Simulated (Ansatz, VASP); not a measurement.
One calculation of KF, two programs

The input INCAR:

```
SYSTEM = KF
PREC = Accurate
ENCUT = 520
EDIFF = 1E-7
ISMEAR = 0
SIGMA = 0.05
LREAL = .FALSE.
LASPH = .TRUE.
NELM = 100
ALGO = Normal
ISIF = 2
LWAVE = .FALSE.
LCHARG = .FALSE.
GGA = CA
NBANDS = 15
```

The input KPOINTS:

```
regular mesh
0
G
  8 8 8
  0 0 0
```

Contents of POSCAR:

```
KF
1.0
    0.0000000000      2.5398250000      2.6735000000
    2.5398250000      0.0000000000      2.6735000000
    2.5398250000      2.5398250000      0.0000000000
K F
1 1
Direct
    0.0000000000      0.0000000000      0.0000000000
    0.5000000000      0.5000000000      0.5000000000
```

Input for Ansatz:

```yaml
crystal:
  lattice:
    - [0.0, 2.539825, 2.6735]
    - [2.539825, 0.0, 2.6735]
    - [2.539825, 2.539825, 0.0]
  atoms:
    - { symbol: K, position: [0.0, 0.0, 0.0] }
    - { symbol: F, position: [0.5, 0.5, 0.5] }
basis:
  ecutwfc: 420
kpoints:
  mp_grid: { grid: [8, 8, 8] }
hamiltonian:
  xc: lda
scf:
  occupations: { method: gaussian, width: 0.05 }
output:
  forces: true
  stress: true
  eigenvalues: true
```

Change from the starting cell: strain -0.050 along x and y, +0.000 along z, atoms carried along.

Alike in both runs: task single point; functional LDA; k mesh 8 × 8 × 8; occupations gaussian, width 0.05 eV; no spin polarisation.

```csv
,VASP,Ansatz
version,VASP 6.6.1,Ansatz 0.2.0
potentials or method,"VASP PAW LDA potentials, release 64 (K_sv, F)","scalar-relativistic, plane waves, PAW"
plane-wave cutoff (eV),520,420
valence electrons in the cell,16,16
```

|  | VASP | Ansatz | Ansatz less VASP |
| --- | --- | --- | --- |
| gap on the k mesh at the Fermi level (eV) | 6.27 | 6.29 | +0.020 |
| least direct gap on the mesh (eV) | 6.27 | 6.29 | +0.020 |
| pressure (GPa) | 0.4 | 0.2 | -0.24 |
| largest component of the traceless stress (GPa) | 2.57 | 2.44 | -0.134 |

A k mesh can miss the band edges.
